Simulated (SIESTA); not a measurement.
Crystal: Bi.

```xyz
2
Lattice="3.2384 0.0000 0.0000 0.0000 3.2216 0.0000 -0.0805 0.0000 6.4439" Properties=species:S:1:pos:R:3 pbc="T T T"
Bi    1.7022    0.0000    4.8302
Bi    1.4558    0.0000    1.6137
```

This isn't the form of Bi at room conditions, which is rhombohedral.

Base run:

* Program: SIESTA 5.4.2
* Functional: PBE
* Potentials or basis: PseudoDojo 0.4 standard (PBE files)
* Basis: DZP (energy shift 0.003 Ry; two zetas on semicore shells)
* Grid cutoff: 500 Ry
* Energy shift: 0.003 Ry
* k mesh: 8 × 8 × 4
* Occupations: fermi-dirac, width 0.05 eV
* Spin: no spin polarisation

Its results: band gap on the k mesh none (metal or under the smearing width); pressure 2.5 GPa; largest force 0.036 eV/Å.

**Question.** The run is repeated on the same cell with these changes: functional from PBE to PBEsol; potentials or basis from PseudoDojo 0.4 standard (PBE files) to PseudoDojo 0.4 standard (PBEsol files). What comes out?

**Answer.** Band gap on the k mesh none (metal or under the smearing width); pressure -0.1 GPa; largest force 0.026 eV/Å.

Caveats: spin-orbit coupling is left out, which moves the levels of the heavy elements; the basis of atomic orbitals isn't converged, which shifts pressures, moduli and gaps.
